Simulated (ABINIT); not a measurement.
Wanted: the native input for an ABINIT 10.8.3 (patched build) run.

```
Task                : band structure
Functional          : LDA
Potentials or basis : JTH PAW LDA v2.0 sp
Cutoff              : 408 eV
k mesh              : 7 × 7 × 7
Occupations         : fermi-dirac, width 0.05 eV
Spin                : spin-orbit coupling, no magnetisation
Fine-grid cutoff    : 816.342 eV
```

The system is TePb.

```
CELL_PARAMETERS angstrom
4.00229 0.00000 0.00000
0.00000 4.00229 0.00000
0.00000 0.00000 4.00229
ATOMIC_POSITIONS crystal
Pb 0.00000 0.00000 0.00000
Te 0.50000 0.50000 0.50000
```

Measurements of this composition are mostly on another form, of space group No. 225.

These files were run (other wordings do the same):

run.abi

```
# Datasets: ground state, then fixed potential
ndtset 2

# Pseudopotentials
pp_dirpath "./"
pseudos "Pb.LDA_PW-JTH_sp.xml, Te.LDA_PW-JTH.xml"

# Structure
acell 7.5632263022 7.5632263022 7.5632263022
rprim
     1.0000000000     0.0000000000     0.0000000000
     0.0000000000     1.0000000000     0.0000000000
     0.0000000000     0.0000000000     1.0000000000
ntypat 2
znucl 82 52
natom 2
typat 1 2
xred
     0.0000000000     0.0000000000     0.0000000000
     0.5000000000     0.5000000000     0.5000000000

# Plane-wave basis
ecut 15.0
pawecutdg 30.0

# Exchange and correlation
ixc 7

# Bands and occupations
occopt 3
tsmear 0.05 eV

# Spin
nspinor 2
nspden 1
pawspnorb 1

# SCF cycle
nstep 100

# Output
iomode 3
prtwf 0
prteig 0
prtebands 0
enunit 1
prtden1 1
prtvha1 1
prtvclmb1 1
prtpot1 1

# Dataset 1
kptopt1 4
ngkpt1 7 7 7
nshiftk1 1
shiftk1 0.0 0.0 0.0
nband1 18
tolvrs1 1.0e-9

# Dataset 2: bands along G-X-M-G-R-X
iscf2 -2
getden2 1
nband2 30
nbdbuf2 8
tolwfr2 1.0e-11
kptopt2 -5
ndivsm2 6
prteig2 1
kptbounds2
     0.0000000000     0.0000000000     0.0000000000
     0.0000000000     0.5000000000     0.0000000000
     0.5000000000     0.5000000000     0.0000000000
     0.0000000000     0.0000000000     0.0000000000
     0.5000000000     0.5000000000     0.5000000000
     0.0000000000     0.5000000000     0.0000000000
```

Potentials or basis: JTH PAW LDA v2.0 sp.

Launch:

```sh
$ abinit run.abi > log 2>&1
```

It gave:

```json
{
  "Pressure": "-4.1 GPa",
  "Band gap on the k mesh": "none (metal or under the smearing width)",
  "Valence electrons inside the program's atomic spheres": "Pb 2.54; Te 3.11"
}
```

Caveat: this set keeps more shells in the core, which shifts pressures and gaps.

Wall time 67 s on 1 thread of Intel(R) Xeon(R) Platinum 8488C (Sapphire Rapids) (shared host), peak memory 0.12 GiB.
